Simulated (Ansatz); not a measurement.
# How the vibrations of Hf$_{2}$S change with volume

All numbers below come from Ansatz, DFT PBEsol, scalar-relativistic, plane waves, PAW. Cutoff 420 eV, 12×12×4 k-points (Γ-centred), Fermi-Dirac smearing of 0.15 eV. No spin polarisation. Phonons by linear response, acoustic sum rule imposed.

Equilibrium structure at this level:
```
CELL_PARAMETERS angstrom
3.34021 0.00000 0.00000
-1.67010 2.89271 0.00000
0.00000 0.00000 11.70887
ATOMIC_POSITIONS crystal
Hf 0.66667 0.33333 0.89872
Hf 0.33333 0.66667 0.39872
Hf 0.66667 0.33333 0.60128
Hf 0.33333 0.66667 0.10128
S 0.00000 0.00000 0.75000
S 0.00000 0.00000 0.25000
```

In a metal, frequencies depend on the k mesh and the smearing, soft modes most. Spin–orbit coupling is left out, which matters for heavy elements. A semilocal functional can close a gap that the real compound has.

Cells at 0.98 and 1.02 times the equilibrium volume were relaxed in shape and atoms; γ = −d ln ν / d ln V, modes matched by rank.

(1) Give the optical frequencies at Γ (cm⁻¹) at the three volumes and the mode Grüneisen parameters.

(2) What pressures hold the two strained cells, and what bulk modulus follows?

Answers

(1)
| 0.98 V | V | 1.02 V | γ | degeneracy |
| --- | --- | --- | --- | --- |
| 74 | 74 | 73 | 0.52 | 2 |
| 85 | 82 | 80 | 1.45 | 2 |
| 113 | 110 | 107 | 1.36 | 2 |
| 119 | 116 | 112 | 1.45 | 1 |
| 136 | 132 | 129 | 1.24 | 1 |
| 156 | 150 | 146 | 1.66 | 1 |
| 273 | 265 | 258 | 1.45 | 2 |
| 279 | 272 | 264 | 1.37 | 2 |
| 333 | 322 | 311 | 1.76 | 1 |
| 334 | 322 | 311 | 1.78 | 1 |

(2) 2.95 GPa at 0.98 V and -2.67 GPa at 1.02 V, so B = −dP/d ln V ≈ 140 GPa.